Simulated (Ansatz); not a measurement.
# Al under pressure

Level of theory: DFT r2SCAN, scalar-relativistic, plane waves, PAW in Ansatz 0.2.0. (500 eV cutoff, 18×18×18 k-mesh, Gaussian smearing of 0.10 eV, no spin polarisation)

Reference structure (relaxed):

```xyz
1
Lattice="0.0000 1.9963 1.9963 1.9963 0.0000 1.9963 1.9963 1.9963 0.0000" Properties=species:S:1:pos:R:3 pbc="T T T"
Al    0.0000    0.0000    0.0000
```

Cell and atoms are relaxed at each pressure within the symmetry of the start, at zero temperature, so transitions that lower the symmetry aren't seen. The k-mesh given is that at zero pressure and may differ at others. a, b and c are the lengths of the cell vectors above.

```csv
P (GPa),V (Å³/atom),V/V0,a (Å),b (Å),c (Å)
-3,16.49,1.036,2.857,2.857,2.857
0,15.91,1.000,2.823,2.823,2.823
3,15.42,0.969,2.794,2.794,2.794
8,14.78,0.929,2.755,2.755,2.755
15,14.07,0.884,2.710,2.710,2.710
30,12.93,0.813,2.635,2.635,2.635
60,11.49,0.722,2.533,2.533,2.533
```

Q: What bulk modulus and pressure derivative fit these points?

A: A third-order Birch–Murnaghan fit gives B0 = 94 GPa and B0' = 4.1.